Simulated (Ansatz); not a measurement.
Li3H2: competing structures

Computed with DFT PBE, scalar-relativistic, plane waves, PAW (Ansatz 0.2.0). Settings: cutoff 420 eV, Γ-centred meshes no coarser than 0.19 Å⁻¹ for metals and 0.3 Å⁻¹ for insulators (2π included), Gaussian smearing.

All energies are static (0 K, no zero-point motion). Only the structures computed here compete, so a lower one can exist. The k mesh leaves about 4 meV/atom of noise in metals. No run is spin-polarised.

| # | started from | space group | atoms | V (Å³/atom) | ΔE (meV/atom) | gap on mesh (eV) |
| --- | --- | --- | --- | --- | --- | --- |
| 1 | anti-tetradymite type | R-3m (No. 166) | 5 | 10.2 | 0 | 0.00 |
| 2 | a random cell | Immm (No. 71) | 5 | 10.2 | 21 | 0.00 |

The lowest structure: Space group R-3m (No. 166), trigonal, a = 2.828 Å, c = 22.005 Å. Li on Wyckoff site a (1 atom of the primitive cell) is coordinated by 6 H at 2.02 Å; Li on Wyckoff site c (2 atoms of the primitive cell) is coordinated by 3 H at 2.00 Å; around H lie 6 Li at 2.00–2.02 Å. Its energy against the elements is -0.30 eV/atom. Formation energies are uncorrected and refer to the lowest elemental structures computed at the same level (H₂ as a molecule).

Space group R-3m:H (No. 166). a = 2.828 Å, b = 2.828 Å, c = 22.005 Å, α = 90.00°, β = 90.00°, γ = 120.00°
```tsv
atom	site	symmetry	x	y	z
Li	3a	-3m	0.0000	0.0000	0.0000
Li	6c	3m	0.3333	0.6667	0.8935
H	6c	3m	0.6667	0.3333	0.7208
```

The second: Space group Immm (No. 71), orthorhombic, a = 2.797 Å, b = 4.239 Å, c = 8.595 Å. Li on Wyckoff site j (2 atoms of the primitive cell) is coordinated by 2 H at 1.90 Å and 2 H at 2.12 Å; around Li on Wyckoff site b (1 atom of the primitive cell) lie 4 H at 2.00 Å; around H lie 4 Li at 1.90–2.00 Å and 2 Li at 2.12 Å.